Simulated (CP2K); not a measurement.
## PbO2 under changes of volume

One of the cells (13.151 Å³/atom); the others are scaled copies at fixed shape and fractional positions:

```xyz
3
Lattice="3.8212 0.0000 0.0000 1.9106 3.3093 0.0000 1.9106 1.1031 3.1200" Properties=species:S:1:pos:R:3 pbc="T T T"
Pb    0.0000    0.0000    0.0000
O     5.7318    3.3093    2.3400
O     1.9106    1.1031    0.7800
```

The cell comes from a database or a generator and needn't be the stable form of this composition.

- Program: CP2K 2026.2
- Functional: LDA
- Potentials or basis: GTH_POTENTIALS Pb GTH-PADE-q4, O GTH-PADE-q6; TZVP-MOLOPT-PBE-GTH basis
- Density cutoff: 8163 eV
- k mesh: 9 × 9 × 9
- Occupations: fermi-dirac, width 0.01 eV
- Spin: no spin polarisation

```csv
volume (Å³/atom),energy over the lowest point (meV/atom),pressure (GPa)
12.362,0.00,-4.0
12.625,8.87,-6.8
12.888,22.14,-9.4
13.151,39.44,-11.7
13.414,60.27,-13.7
13.677,84.19,-15.4
13.940,?,?
```

Task: What does the run at 13.940 Å³/atom give?

Result: Energy over the lowest point 110.81 meV/atom; pressure -17.0 GPa.

Worked out: A Birch-Murnaghan fit of order 3 (a polynomial in V^(-2/3)) to the other rows has its minimum at 12.05 Å³/atom, just outside them, with B0 = V·E''(V) = 162 GPa and B' = 4.4. It gives 110.92 meV/atom at 13.940 Å³/atom, against the run's 110.81, and -dE/dV = -17.1 GPa, against -17.0.

Energies are extrapolated to zero smearing.

Caveats: the basis of atomic orbitals isn't converged, which shifts pressures, moduli and gaps.
